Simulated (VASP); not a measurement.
# Al in VASP: single point with PBEsol

Aim: the single point of Al with PBEsol.

All numbers are computed with VASP 6.6.1; they aren't measurements. Logs are shortened: lines on timing, memory, paths and dates and some standing lists are left out, and cuts for length are marked.

**1. Starting point**

The cell holds a slab with vacuum, 4 atoms: a = 2.898 Å, b = 2.898 Å, c = 28.434 Å, α = 90.00°, β = 90.00°, γ = 120.00°.

The cell was built by a generator and needn't be a form met in nature.

**2. Single point, PBEsol**

Input file INCAR:

```
PREC = Accurate
ENCUT = 520
EDIFF = 1E-7
ISMEAR = 1
SIGMA = 0.1
LREAL = F
LASPH = T
NELM = 100
ALGO = Normal
ISIF = 2
LWAVE = F
LCHARG = F
LDIPOL = T
IDIPOL = 3
DIPOL = 0.5 0.5 0.666
GGA = PS
NBANDS = 14
```

Input file KPOINTS:

```
regular mesh
0
Gamma
  15 15 1
```

Input file POSCAR:

```
Al
1.0
    2.8980720095      0.0000000000      0.0000000000
   -1.4490360048      2.5098039822      0.0000000000
    0.0000000000      0.0000000000     28.4342552129
Al
4
Direct
    0.6666666667      0.3333333333      0.5441533430
    0.3333333333      0.6666666667      0.6251512055
    0.0000000000      1.0000000000      0.7062037848
    0.6666666667      0.3333333333      0.7882124116
```

Potentials or basis: VASP PAW PBE potentials, release 64 (Al).

Started as:

```bash
cat potpaw_PBE.64/Al/POTCAR > POTCAR
mpirun -np 1 vasp_std > vasp.out
```

OUTCAR:

```text
PREC = Accurate
   ENCUT = 520
   EDIFF = 1E-7
   ISMEAR = 1
   LREAL = F
   LASPH = T
   NELM = 100
   ISIF = 2
   GGA = PS

 ion  position               nearest neighbor table
   1  0.667  0.333  0.544-   2 2.85   2 2.85   2 2.85
   2  0.333  0.667  0.625-   1 2.85   1 2.85   1 2.85   3 2.85   3 2.85   3 2.85
   3  0.000  0.000  0.706-   2 2.85   2 2.85   2 2.85   4 2.87   4 2.87   4 2.87
   4  0.667  0.333  0.788-   3 2.87   3 2.87   3 2.87

  LATTYP: Found a hexagonal cell.
 ALAT       =     2.8980720095
 C/A-ratio  =     9.8114384735

  Lattice vectors:

 A1 = (   2.8980720095,   0.0000000000,   0.0000000000)
 A2 = (  -1.4490360048,   2.5098039822,   0.0000000000)
 A3 = (   0.0000000000,   0.0000000000,  28.4342552129)

Analysis of symmetry for initial positions (statically):
=====================================================================
 Subroutine PRICEL returns:
 Original cell was already a primitive cell.

 Routine SETGRP: Setting up the symmetry group for a
 hexagonal supercell.

 Subroutine GETGRP returns: Found  6 space group operations
 (whereof  6 operations were pure point group operations)
 out of a pool of 24 trial point group operations.

The static configuration has the point symmetry C_3v.

Analysis of symmetry for dynamics (positions and initial velocities):
=====================================================================
 Subroutine PRICEL returns:
 Original cell was already a primitive cell.

 Routine SETGRP: Setting up the symmetry group for a
 hexagonal supercell.

 Subroutine GETGRP returns: Found  6 space group operations
 (whereof  6 operations were pure point group operations)
 out of a pool of 24 trial point group operations.

The dynamic configuration has the point symmetry C_3v.

 Subroutine INISYM returns: Found  6 space group operations
 (whereof  6 operations are pure point group operations),
 and found     1 'primitive' translations

----------------------------------------------------------------------------------------

                                     Primitive cell

  volume of cell :     206.8192

  direct lattice vectors                    reciprocal lattice vectors
     2.898072009  0.000000000  0.000000000     0.345056988  0.199218745  0.000000000
    -1.449036005  2.509803982  0.000000000     0.000000000  0.398437490  0.000000000
     0.000000000  0.000000000 28.434255213     0.000000000  0.000000000  0.035168848

  length of vectors
     2.898072009  2.898072010 28.434255213     0.398437490  0.398437490  0.035168848

  position of ions in fractional coordinates (direct lattice)
     0.666666667  0.333333333  0.544153343
     0.333333333  0.666666667  0.625151206
     0.000000000  0.000000000  0.706203785
     0.666666667  0.333333333  0.788212412

  ion indices of the primitive-cell ions
   primitive index   ion index
                 1           1
                 2           2
                 3           3
                 4           4

----------------------------------------------------------------------------------------

 KPOINTS: regular mesh

Automatic generation of k-mesh.
 Grid dimensions read from file:
 generate k-points for:   15   15    1

 Generating k-lattice:

  Cartesian coordinates                     Fractional coordinates (reciprocal lattice)
     0.023003799  0.013281250  0.000000000     0.066666667  0.000000000  0.000000000
     0.000000000  0.026562499  0.000000000     0.000000000  0.066666667  0.000000000
     0.000000000  0.000000000  0.035168848     0.000000000  0.000000000  1.000000000

  Length of vectors
     0.026562499  0.026562499  0.035168848

  Shift w.r.t. Gamma in fractional coordinates (k-lattice)
     0.000000000  0.000000000  0.000000000

 Subroutine IBZKPT returns following result:
 ===========================================

 Found     27 irreducible k-points:

 Following reciprocal coordinates:
            Coordinates               Weight
  0.000000  0.000000  0.000000      1.000000
  0.066667 -0.000000  0.000000      6.000000
  0.133333 -0.000000  0.000000      6.000000
  0.200000  0.000000  0.000000      6.000000
  0.266667 -0.000000  0.000000      6.000000
  0.333333  0.000000  0.000000      6.000000
[... 16 lines left out ...]
  0.333333  0.200000  0.000000     12.000000
  0.400000  0.200000  0.000000      6.000000
 [... further k-points ...]
   k-points           NKPTS =     27   k-points in BZ     NKDIM =     27   number of bands    NBANDS=     14
   number of dos      NEDOS =    301   number of ions     NIONS =      4
   total plane-waves  NPLWV = 124416
   dimension x,y,z NGX =    24 NGY =   24 NGZ =  216
   dimension x,y,z NGXF=    48 NGYF=   48 NGZF=  432
   ions per type =               4
   NGX,Y,Z   is equivalent  to a cutoff of  13.77, 13.77, 12.63 a.u.
   NGXF,Y,Z  is equivalent  to a cutoff of  27.53, 27.53, 25.26 a.u.
 SYSTEM =  unknown system
   PREC   = accura    normal or accurate (medium, high low for compatibility)
   ISTART =      0    job   : 0-new  1-cont  2-samecut
   ICHARG =      2    charge: 1-file 2-atom 10-const
   ISPIN  =      1    spin polarized calculation?
   LNONCOLLINEAR =      F non collinear calculations
   LSORBIT =      F    spin-orbit coupling
   LASPH  =      T    aspherical Exc in radial PAW
   ENCUT  =  520.0 eV  38.22 Ry    6.18 a.u.   5.39  5.39 52.87*2*pi/ulx,y,z
   NELM   =    100;   NELMIN=  2; NELMDL= -5     # of ELM steps
   EDIFF  = 0.1E-06   stopping-criterion for ELM
   LREAL  =      F    real-space projection
   EDIFFG = 0.1E-05   stopping-criterion for IOM
   NSW    =      0    number of steps for IOM
   IBRION =     -1    ionic relax: 0-MD 1-quasi-New 2-CG
   NFREE  =      0    steps in history (QN), initial steepest desc. (CG)
   ISIF   =      2    stress and relaxation
   ISYM   =      2    0-nonsym 1-usesym 2-fastsym
   POTIM  = 0.5000    time-step for ionic-motion
   TEBEG  =    0.0;   TEEND  =   0.0 temperature during run
   PSTRESS=    0.0 pullay stress
   NELECT =      12.0000    total number of electrons
   NUPDOWN=      -1.0000    fix difference up-down
   EMIN   =  10.00;   EMAX   =-10.00  energy-range for DOS
   EFERMI =   0.00;   METHOD = LEGACY
   ISMEAR =     1;   SIGMA  =   0.10  broadening in eV -4-tet -1-fermi 0-gaus
   EFERMI_NEDOS =   21; number of points for ismear=-14 and -15
   IALGO  =     38    algorithm
   IMIX   =      4    mixing-type and parameters
     AMIX     =   0.40;   BMIX     =  1.00
     AMIX_MAG =   1.60;   BMIX_MAG =  1.00
  volume/ion in A,a.u.               =      51.70       348.92
  Fermi-wavevector in a.u.,A,eV,Ry     =   0.633780  1.197670  5.465143  0.401677
  Thomas-Fermi vector in A             =   1.697552
   LORBIT       =      0    0 simple, 1 ext, 2 COOP (PROOUT), +10 PAW based schemes
   GGA     = PS    functional components
   LHFCALC =     F    Hartree Fock is set to
   AEXX    =    0.0000 exact exchange contribution
   IVDW    =     0    specifies the selected vdW correction
   LEPSILON=     F    determine dielectric tensor
   LRPA    =     F    only Hartree local field effects (RPA)
 non-spin polarized calculation
 Methfessel and Paxton  Order N= 1 SIGMA  =   0.10
  energy-cutoff  :      520.00
  volume of cell :      206.82
 maximum number of plane-waves:      5653
 NGX is ok and might be reduce to    24
   NGX = 11   NGY = 11   NGZ =105

 dipolmoment           0.000000      0.000000      0.000165 electrons x Angstroem

 number of electron      12.0000000 magnetization

 dipolmoment           0.000000      0.000000     -0.000413 electrons x Angstroem

 Free energy of the ion-electron system (eV)
  ---------------------------------------------------
  ext. energy  EPLUGINS =         0.00000000
  ---------------------------------------------------
  free energy    TOTEN  =       -15.42147782 eV

  energy without entropy =      -15.41819442  energy(sigma->0) =      -15.42038336

 E-fermi :  -0.1754     XC(G=0):  -3.9654

 val. band max:       -0.1794973823   @ k =   0.2667   0.2667   0.0000
 cond. band min:      -0.1663122782   @ k =   0.4000   0.2000   0.0000
 fundamental gap:      0.0131851042
 Fermi energy:        -0.1753899516

 k-point     1 :       0.0000    0.0000    0.0000
  band No.  band energies     occupation
      1     -10.8428      2.00000
      2      -9.7685      2.00000
      3      -8.1062      2.00000
      4      -5.8351      2.00000
      5      -3.4074      2.00000
      6      -0.4887      2.00009
      7       2.0756      0.00000
      8       3.4888      0.00000
      9       3.8766      0.00000
     10       4.5390      0.00000
     11       4.6543      0.00000
     12       6.0693      0.00000
     13       6.1016      0.00000
     14       8.0424      0.00000

 k-point     2 :       0.0667   -0.0000    0.0000
  band No.  band energies     occupation
      1     -10.7387      2.00000
      2      -9.6649      2.00000
      3      -8.0034      2.00000
      4      -5.7324      2.00000
      5      -3.3096      2.00000
      6      -0.3913      2.00926
      7       2.1726      0.00000
      8       3.5911      0.00000
      9       3.9812      0.00000
     10       4.6412      0.00000
     11       4.7565      0.00000
     12       6.1686      0.00000
     13       6.1961      0.00000
     14       8.0942      0.00000

 k-point     3 :       0.1333   -0.0000    0.0000
  band No.  band energies     occupation
      1     -10.4266      2.00000
      2      -9.3545      2.00000
      3      -7.6954      2.00000
      4      -5.4250      2.00000
      5      -3.0165      2.00000
      6      -0.1011      0.05206
      7       2.4567      0.00000
      8       3.8932      0.00000
      9       4.2927      0.00000
     10       4.9365      0.00000
     11       5.0518      0.00000
     12       5.9690      0.00000
     13       6.4714      0.00000
     14       6.5009      0.00000

 k-point     4 :       0.2000    0.0000    0.0000
  band No.  band energies     occupation
      1      -9.9080      2.00000
      2      -8.8388      2.00000
      3      -7.1838      2.00000
      4      -4.9154      2.00000
      5      -2.5293      2.00000
      6       0.3690     -0.00000
      7       2.8189      0.00000
      8       3.7046      0.00000
      9       4.4106      0.00000
     10       4.5891      0.00000
     11       4.8352      0.00000
     12       5.4762      0.00000
     13       5.6199      0.00000
     14       6.0969      0.00000

 k-point     5 :       0.2667   -0.0000    0.0000
  band No.  band energies     occupation
      1      -9.1851      2.00000
      2      -8.1201      2.00000
      3      -6.4713      2.00000
      4      -4.2087      2.00000
      5      -1.8535      2.00000
      6       0.8174     -0.00000
      7       1.5419     -0.00000
      8       2.4046      0.00000
      9       3.5786      0.00000
     10       4.0724      0.00000
     11       5.1520      0.00000
[... 276 lines left out ...]
 k-point    22 :       0.2667    0.2000    0.0000
  band No.  band energies     occupation
      1      -7.0381      2.00000
      2      -5.9869      2.00000
      3      -4.3640      2.00000
      4      -2.1862      2.00000
      5      -1.0710      2.00000
      6      -0.1030      0.06428
      7       0.2166     -0.00000
      8       0.5577     -0.00000
      9       1.2940     -0.00000
     10       1.7478     -0.00000
     11       3.0661      0.00000
     12       3.3548      0.00000
     13       4.0072      0.00000
     14       5.3034      0.00000

 k-point    23 :       0.3333    0.2000    0.0000
  band No.  band energies     occupation
      1      -5.8261      2.00000
      2      -4.7858      2.00000
      3      -3.2046      2.00000
      4      -2.8591      2.00000
      5      -1.8496      2.00000
      6      -0.8746      2.00000
      7      -0.1872      1.19822
      8       0.1152     -0.00031
      9       1.1455     -0.00000
     10       1.5105     -0.00000
     11       2.2102      0.00000
     12       2.9103      0.00000
     13       4.2485      0.00000
     14       4.5141      0.00000

 k-point    24 :       0.4000    0.2000    0.0000
  band No.  band energies     occupation
      1      -4.4481      2.00000
      2      -4.4068      2.00000
      3      -3.4219      2.00000
      4      -3.4108      2.00000
      5      -2.0203      2.00000
      6      -1.4676      2.00000
      7      -0.1663      0.84706
      8       0.2108     -0.00000
      9       0.8355     -0.00000
     10       1.3622     -0.00000
     11       2.5745      0.00000
     12       2.8293      0.00000
     13       3.0152      0.00000
     14       4.8392      0.00000

 [... further k-points ...]

------------------------ aborting loop because EDIFF is reached ----------------------------------------

 vacuum level on the upper side and lower side of the slab       (xc-potential included)        -0.086        -0.077

  FORCE on cell =-STRESS in cart. coord.  units (eV):
  Direction    XX          YY          ZZ          XY          YZ          ZX
  --------------------------------------------------------------------------------------
  -------------------------------------------------------------------------------------
  Total       -2.5109487     -2.5109487     -0.5610860      0.0000000      0.0000000      0.0000000
  in kB      -19.4517014    -19.4517014     -4.3465948      0.0000000      0.0000000      0.0000000
  external PRESSURE =     -14.4166659 kB  Pullay stress =       0.0000000 kB

 VOLUME and BASIS-vectors are now :
 -----------------------------------------------------------------------------
  energy-cutoff  :      520.00
  volume of cell :      206.82
      direct lattice vectors                 reciprocal lattice vectors
     2.898072009  0.000000000  0.000000000     0.345056988  0.199218745  0.000000000
    -1.449036005  2.509803982  0.000000000     0.000000000  0.398437490  0.000000000
     0.000000000  0.000000000 28.434255213     0.000000000  0.000000000  0.035168848

 POSITION                                       TOTAL-FORCE (eV/Angst)
 -----------------------------------------------------------------------------------
      1.44904      0.83660     15.47260         0.000000     -0.000000      0.021336
     -0.00000      1.67320     17.77571        -0.000000      0.000000      0.099894
      0.00000      0.00000     20.08038         0.000000      0.000000     -0.022344
      1.44904      0.83660     22.41223        -0.000000      0.000000     -0.098887
 -----------------------------------------------------------------------------------
    total drift:                                0.000000     -0.000000     -0.000018

  FREE ENERGIE OF THE ION-ELECTRON SYSTEM (eV)
  ---------------------------------------------------
  free  energy   TOTEN  =       -15.4214778240 eV

  energy  without entropy=      -15.4181944191  energy(sigma->0) =      -15.42038336

 vacuum level on the upper side and lower side of the slab         3.840         3.849
```

Run time: 76 s. Hardware: 1 thread of Intel Xeon 6975P-C (Granite Rapids), shared host; peak memory 0.34 GiB.

Results:

| Quantity | Value |
| --- | --- |
| Free energy | -15.4215 eV |
| Largest force | 0.100 eV/Å |
| Band gap on the k mesh | none (metal or under the smearing width) |

Forces on the atoms (eV/Å):
```
Al   0.000  0.000  0.021
Al   0.000  0.000  0.100
Al   0.000  0.000 -0.022
Al   0.000  0.000 -0.099
```

Caveat: the PAW data sets were made with another functional, which shifts forces and pressure a little.
